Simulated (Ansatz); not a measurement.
**CdS (Hawleyite) under changes of volume**

One of the cells (24.808 Å³/atom); the others are scaled copies at fixed shape and fractional positions:

```
Cd S
1.0
     0.00000    2.91650    2.91650
     2.91650    0.00000    2.91650
     2.91650    2.91650    0.00000
Cd S
1 1
Direct
  0.00000 0.00000 0.00000
  0.75000 0.75000 0.75000
```

* Program: Ansatz 0.2.0
* Functional: PBE
* Dispersion: D3(BJ)
* Potentials or basis: PseudoDojo standard (PBE files)
* Cutoff: 1388 eV
* Density cutoff: 5551 eV
* k mesh: 8 × 8 × 8
* Occupations: fermi-dirac, width 0.1 eV
* Spin: spin-orbit coupling, no magnetisation

```csv
volume (Å³/atom),energy over the lowest point (meV/atom),pressure (GPa),gap on the mesh (eV)
23.319,25.65,5.1,1.26
23.815,?,?,?
24.312,4.21,2.0,1.17
24.808,0.18,0.7,1.13
25.304,0.00,-0.5,1.09
25.800,3.25,-1.6,1.04
26.296,9.59,-2.5,1.00
```

Task: What does the run at 23.815 Å³/atom give?

Result: Energy over the lowest point 12.53 meV/atom; pressure 3.4 GPa; gap on the mesh 1.22 eV.

Worked out: A Birch-Murnaghan fit of order 3 (a polynomial in V^(-2/3)) to the other rows has its minimum at 25.08 Å³/atom with B0 = V·E''(V) = 59 GPa and B' = 4.5. It gives 12.54 meV/atom at 23.815 Å³/atom, against the run's 12.53, and -dE/dV = 3.4 GPa, against 3.4. A straight line through the other rows of the gap, of slope -2.16 eV per unit of ln V (its deformation potential), gives 1.22 eV, against the run's 1.22.

Energies are extrapolated to zero smearing.
